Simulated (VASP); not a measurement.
# InAs (Fm-3m) in VASP: a series of runs, part 2 of 2

VASP 6.6.1. The steps go on from the part before.

## 3. Single point, PBE, spin-orbit coupling, no magnetisation

Input file INCAR:

```
ALGO = Normal ; EDIFF = 1E-7
ENCUT = 280 ; GGA = PE
GGA_COMPAT = F ; ISIF = 2
ISMEAR = 0 ; LASPH = T
LCHARG = F ; LORBIT = 11
LREAL = F ; LSORBIT = T
LWAVE = F ; MAGMOM = 0 0 0 0 0 0
NBANDS = 34 ; NELM = 100
PREC = Accurate ; SIGMA = 0.02
```

Input file KPOINTS:

```
k-points
0
Gamma
  8 8 8
```

Input file POSCAR:

```
InAs
1.0
    0.0000000000      2.8773040000      2.8773040000
    2.8773040000      0.0000000000      2.8773040000
    2.8773040000      2.8773040000      0.0000000000
In As
1 1
Direct
    0.5000000000      0.5000000000      0.5000000000
    0.0000000000      0.0000000000      0.0000000000
```

Potentials or basis: VASP PAW PBE potentials, release 64 (In_d, As).

Launch:

```bash
cat potpaw_PBE.64/In_d/POTCAR potpaw_PBE.64/As/POTCAR > POTCAR
mpirun -np 1 vasp_ncl > vasp.out
```

OUTCAR:

```text
EDIFF = 1E-7
   ENCUT = 280
   GGA = PE
   ISIF = 2
   ISMEAR = 0
   LASPH = T
   LORBIT = 11
   LREAL = F
   LSORBIT = T
   NELM = 100
   PREC = Accurate

 Found     29 irreducible k-points:

 Following reciprocal coordinates:
            Coordinates               Weight
  0.000000  0.000000  0.000000      1.000000
  0.125000  0.000000  0.000000      8.000000
  0.250000  0.000000  0.000000      8.000000
  0.375000  0.000000  0.000000      8.000000
  0.500000  0.000000  0.000000      4.000000
  0.125000  0.125000  0.000000      6.000000
   k-points           NKPTS =     29   k-points in BZ     NKDIM =     29   number of bands    NBANDS=     34
   number of dos      NEDOS =    301   number of ions     NIONS =      2
   total plane-waves  NPLWV =  13824
   dimension x,y,z NGX =    24 NGY =   24 NGZ =   24
   dimension x,y,z NGXF=    48 NGYF=   48 NGZF=   48
   ions per type =               1   1
   NGX,Y,Z   is equivalent  to a cutoff of   9.81,  9.81,  9.81 a.u.
   NGXF,Y,Z  is equivalent  to a cutoff of  19.61, 19.61, 19.61 a.u.
 SYSTEM =  unknown system
   PREC   = accura    normal or accurate (medium, high low for compatibility)
   ISTART =      0    job   : 0-new  1-cont  2-samecut
   ICHARG =      2    charge: 1-file 2-atom 10-const
   ISPIN  =      1    spin polarized calculation?
   LNONCOLLINEAR =      T non collinear calculations
   LSORBIT =      T    spin-orbit coupling
   LASPH  =      T    aspherical Exc in radial PAW
   ENCUT  =  280.0 eV  20.58 Ry    4.54 a.u.   5.55  5.55  5.55*2*pi/ulx,y,z
   NELM   =    100;   NELMIN=  2; NELMDL= -5     # of ELM steps
   EDIFF  = 0.1E-06   stopping-criterion for ELM
   LREAL  =      F    real-space projection
   EDIFFG = 0.1E-05   stopping-criterion for IOM
   NSW    =      0    number of steps for IOM
   IBRION =     -1    ionic relax: 0-MD 1-quasi-New 2-CG
   NFREE  =      0    steps in history (QN), initial steepest desc. (CG)
   ISIF   =      2    stress and relaxation
   ISYM   =      2    0-nonsym 1-usesym 2-fastsym
   POTIM  = 0.5000    time-step for ionic-motion
   TEBEG  =    0.0;   TEEND  =   0.0 temperature during run
   PSTRESS=    0.0 pullay stress
   NELECT =      18.0000    total number of electrons
   NUPDOWN=      -1.0000    fix difference up-down
[... 272 lines left out ...]
 -----------------------------------------------------------------------------------
    total drift:                               -0.000000     -0.000000     -0.000000

  FREE ENERGIE OF THE ION-ELECTRON SYSTEM (eV)
  ---------------------------------------------------
  free  energy   TOTEN  =        -7.3608227584 eV

  energy  without entropy=       -7.3605998475  energy(sigma->0) =       -7.36071130

 Spin-Orbit-Coupling matrix elements

 Ion:    1  E_soc:     -0.0669604
 l=   1
     0.0000000    -0.0050206    -0.0050206
    -0.0050206     0.0000000    -0.0050206
    -0.0050206    -0.0050206     0.0000000
 l=   2
     0.0000000    -0.0012494     0.0000000    -0.0012494    -0.0048901
    -0.0012494     0.0000000    -0.0036676    -0.0012494    -0.0012225
     0.0000000    -0.0036676     0.0000000    -0.0036676     0.0000000
    -0.0012494    -0.0012494    -0.0036676     0.0000000    -0.0012225
    -0.0048901    -0.0012225     0.0000000    -0.0012225     0.0000000
 l=   3
     0.0000000     0.0000000     0.0000000     0.0000000     0.0000000     0.0000000     0.0000000
     0.0000000     0.0000000     0.0000000     0.0000000     0.0000000     0.0000000     0.0000000
     0.0000000     0.0000000     0.0000000     0.0000000     0.0000000     0.0000000     0.0000000
     0.0000000     0.0000000     0.0000000     0.0000000     0.0000000     0.0000000     0.0000000
     0.0000000     0.0000000     0.0000000     0.0000000     0.0000000     0.0000000     0.0000000
     0.0000000     0.0000000     0.0000000     0.0000000     0.0000000     0.0000000     0.0000000
     0.0000000     0.0000000     0.0000000     0.0000000     0.0000000     0.0000000     0.0000000

 Ion:    2  E_soc:     -0.0338082
 l=   1
     0.0000000    -0.0056362    -0.0056362
    -0.0056362     0.0000000    -0.0056362
    -0.0056362    -0.0056362     0.0000000
 l=   2
     0.0000000    -0.0000009     0.0000000    -0.0000009     0.0000023
    -0.0000009     0.0000000     0.0000017    -0.0000009     0.0000006
     0.0000000     0.0000017     0.0000000     0.0000017     0.0000000
    -0.0000009    -0.0000009     0.0000017     0.0000000     0.0000006
     0.0000023     0.0000006     0.0000000     0.0000006     0.0000000
 l=   3
     0.0000000     0.0000000     0.0000000     0.0000000     0.0000000     0.0000000     0.0000000
     0.0000000     0.0000000     0.0000000     0.0000000     0.0000000     0.0000000     0.0000000
     0.0000000     0.0000000     0.0000000     0.0000000     0.0000000     0.0000000     0.0000000
     0.0000000     0.0000000     0.0000000     0.0000000     0.0000000     0.0000000     0.0000000
     0.0000000     0.0000000     0.0000000     0.0000000     0.0000000     0.0000000     0.0000000
     0.0000000     0.0000000     0.0000000     0.0000000     0.0000000     0.0000000     0.0000000
     0.0000000     0.0000000     0.0000000     0.0000000     0.0000000     0.0000000     0.0000000

 total charge

# of ion       s       p       d       tot
------------------------------------------
    1        0.884   0.559   9.867  11.310
    2        1.267   1.432   0.024   2.723
--------------------------------------------------
tot          2.151   1.991   9.891  14.033

 magnetization (x)

# of ion       s       p       d       tot
------------------------------------------
    1        0.000   0.000   0.000   0.000
    2       -0.000   0.000  -0.000  -0.000
--------------------------------------------------
tot          0.000   0.000   0.000   0.000

 magnetization (y)

# of ion       s       p       d       tot
------------------------------------------
    1       -0.000   0.000  -0.000  -0.000
    2        0.000   0.000  -0.000   0.000
--------------------------------------------------
tot         -0.000   0.000  -0.000  -0.000

 magnetization (z)

# of ion       s       p       d       tot
------------------------------------------
    1       -0.000   0.000   0.000  -0.000
    2       -0.000   0.000   0.000  -0.000
--------------------------------------------------
tot         -0.000   0.000   0.000  -0.000
```

Run time: 31 s. Hardware: 1 thread of AMD EPYC 9R45 (Zen 5), shared host; peak memory 0.17 GiB.

These settings aren't checked as converged: the numbers below hold their error.

Results:

| Quantity | Value |
| --- | --- |
| Free energy | -7.3608 eV |
| Pressure | -0.1 GPa |
| Valence electrons inside the program's atomic spheres | In 11.31; As 2.72 |

Caveat: the cutoff is under 1.25 times the usual one of these potentials, so pressure, stress and relaxed cells hold a basis-set (Pulay) error.

## 4. Single point, PBE, spin-orbit coupling, no magnetisation

INCAR: that of step 3 with these lines changed.

```diff
@@ -1,3 +1,3 @@
 ALGO = Normal ; EDIFF = 1E-7
-ENCUT = 280 ; GGA = PE
+ENCUT = 400 ; GGA = PE
 GGA_COMPAT = F ; ISIF = 2
```

Input file KPOINTS:

```
k-points
0
Gamma
  7 7 7
```

POSCAR is that of step 3.

Launch:

```bash
cat potpaw_PBE.64/In_d/POTCAR potpaw_PBE.64/As/POTCAR > POTCAR
mpirun -np 1 vasp_ncl > vasp.out
```

It took 31 s on 1 thread of AMD EPYC 9R45 (Zen 5), shared host; peak memory 0.22 GiB.

These settings aren't checked as converged: the numbers below hold their error.

Results:

| Item | Value |
| --- | --- |
| Free energy | -7.3847 eV |
| Pressure | -0.2 GPa |
| Valence electrons inside the program's atomic spheres | In 11.31; As 2.73 |

## 5. Single point, PBE, spin-orbit coupling, no magnetisation

INCAR: that of step 4 with these lines changed.

```diff
@@ -1,2 +1,2 @@
-ALGO = Normal ; EDIFF = 1E-7
+ALGO = Normal ; EDIFF = 1E-4
 ENCUT = 400 ; GGA = PE
```

KPOINTS is that of step 4.

POSCAR is that of step 4.

Potentials or basis: VASP PAW PBE potentials, release 64 (In_d, As).

Launch:

```bash
cat potpaw_PBE.64/In_d/POTCAR potpaw_PBE.64/As/POTCAR > POTCAR
mpirun -np 1 vasp_ncl > vasp.out
```

OUTCAR:

```text
EDIFF = 1E-4
   ENCUT = 400
   GGA = PE
   ISIF = 2
   ISMEAR = 0
   LASPH = T
   LORBIT = 11
   LREAL = F
   LSORBIT = T
   NELM = 100
   PREC = Accurate

 Found     20 irreducible k-points:

 Following reciprocal coordinates:
            Coordinates               Weight
  0.000000  0.000000  0.000000      1.000000
  0.142857  0.000000  0.000000      8.000000
  0.285714  0.000000  0.000000      8.000000
  0.428571  0.000000  0.000000      8.000000
  0.142857  0.142857  0.000000      6.000000
  0.285714  0.142857  0.000000     24.000000
   k-points           NKPTS =     20   k-points in BZ     NKDIM =     20   number of bands    NBANDS=     34
   number of dos      NEDOS =    301   number of ions     NIONS =      2
   total plane-waves  NPLWV =  21952
[... 342 lines left out ...]
     0.0000000     0.0000000     0.0000000     0.0000000     0.0000000     0.0000000     0.0000000
     0.0000000     0.0000000     0.0000000     0.0000000     0.0000000     0.0000000     0.0000000
     0.0000000     0.0000000     0.0000000     0.0000000     0.0000000     0.0000000     0.0000000
     0.0000000     0.0000000     0.0000000     0.0000000     0.0000000     0.0000000     0.0000000
     0.0000000     0.0000000     0.0000000     0.0000000     0.0000000     0.0000000     0.0000000
     0.0000000     0.0000000     0.0000000     0.0000000     0.0000000     0.0000000     0.0000000
     0.0000000     0.0000000     0.0000000     0.0000000     0.0000000     0.0000000     0.0000000

 total charge

# of ion       s       p       d       tot
------------------------------------------
    1        0.878   0.558   9.879  11.315
    2        1.264   1.439   0.023   2.726
--------------------------------------------------
tot          2.142   1.997   9.902  14.040

 magnetization (x)

# of ion       s       p       d       tot
------------------------------------------
    1        0.000   0.000   0.000   0.000
    2        0.000   0.000   0.000   0.000
--------------------------------------------------
tot          0.000   0.000   0.000   0.000

 magnetization (y)

# of ion       s       p       d       tot
------------------------------------------
    1        0.000   0.000   0.000   0.000
    2       -0.000   0.000   0.000  -0.000
--------------------------------------------------
tot          0.000   0.000   0.000   0.000

 magnetization (z)

# of ion       s       p       d       tot
------------------------------------------
    1        0.000   0.000   0.000   0.000
    2        0.000   0.000   0.000   0.000
--------------------------------------------------
tot          0.000   0.000   0.000   0.000
```

OSZICAR:

```text
N       E                     dE             d eps       ncg     rms          rms(c)
DAV:   1     0.143047825079E+03    0.14305E+03   -0.68720E+03  1376   0.105E+03
DAV:   2     0.751915715696E+01   -0.13553E+03   -0.12846E+03  1386   0.296E+02
DAV:   3    -0.698925879229E+01   -0.14508E+02   -0.14097E+02  1628   0.104E+02
DAV:   4    -0.753408291277E+01   -0.54482E+00   -0.54327E+00  1622   0.202E+01
DAV:   5    -0.755400400959E+01   -0.19921E-01   -0.19917E-01  2104   0.363E+00    0.361E+00
DAV:   6    -0.739009769539E+01    0.16391E+00   -0.21312E-01  1894   0.842E+00    0.191E+00
DAV:   7    -0.738433955245E+01    0.57581E-02   -0.76619E-02  2068   0.208E+00    0.678E-01
DAV:   8    -0.738449130335E+01   -0.15175E-03   -0.43106E-03  1688   0.735E-01    0.375E-01
DAV:   9    -0.738466047705E+01   -0.16917E-03   -0.41993E-04  1556   0.181E-01    0.894E-02
DAV:  10    -0.738470373340E+01   -0.43256E-04   -0.80327E-05  1360   0.162E-01
   1 F= -.73847037E+01 E0= -.73845458E+01  d E =-.315885E-03  mag=     0.0000     0.0000    -0.0000
```

stdout:

```text
POSCAR found type information on POSCAR InAs
 POSCAR found :  2 types and       2 ions
 scaLAPACK will be used
 LDA part: xc-table for (Slater+PW92), standard interpolation
 POSCAR, INCAR and KPOINTS ok, starting setup
 FFT: planning ... GRIDC
 FFT: planning ... GRID_SOFT
 FFT: planning ... GRID
 WAVECAR not read
 entering main loop
```

It took 25 s on 1 thread of AMD EPYC 9R45 (Zen 5), shared host; peak memory 0.21 GiB.

These settings aren't checked as converged: the numbers below hold their error.

What came out:

```
Free energy                                           : -7.3847 eV
Pressure                                              : 0.0 GPa
Valence electrons inside the program's atomic spheres : In 11.31; As 2.73
```

## 6. Single point, PBE, spin-orbit coupling, no magnetisation

Input file INCAR:

```
ALGO = Normal ; EDIFF = 1E-7
ENCUT = 400 ; GGA = PE
GGA_COMPAT = F ; ISIF = 2
ISMEAR = 0 ; LASPH = T
LCHARG = F ; LORBIT = 11
LREAL = F ; LSORBIT = T
LWAVE = F ; MAGMOM = 0 0 0 0 0 0
NBANDS = 34 ; NELM = 100
PREC = Normal ; SIGMA = 0.02
```

KPOINTS is that of step 5.

POSCAR is that of step 5.

Potentials or basis: VASP PAW PBE potentials, release 64 (In_d, As).

Launch:

```bash
cat potpaw_PBE.64/In_d/POTCAR potpaw_PBE.64/As/POTCAR > POTCAR
mpirun -np 1 vasp_ncl > vasp.out
```

It took 17 s on 1 thread of AMD EPYC 9R45 (Zen 5), shared host; peak memory 0.15 GiB.

These settings aren't checked as converged: the numbers below hold their error.

What came out:

| Item | Value |
| --- | --- |
| Free energy | -7.3847 eV |
| Pressure | -0.2 GPa |
| Valence electrons inside the program's atomic spheres | In 11.31; As 2.73 |

## 7. The reference run

An earlier run on the cell as given: functional PBE; potentials or basis VASP PAW PBE potentials, release 64 (In_d, As); cutoff 520 eV; k mesh 8 × 8 × 8; occupations fermi-dirac, width 0.05 eV; no spin polarisation.

- Pressure: 0.0 GPa
- Band gap on the k mesh: none (metal or under the smearing width)
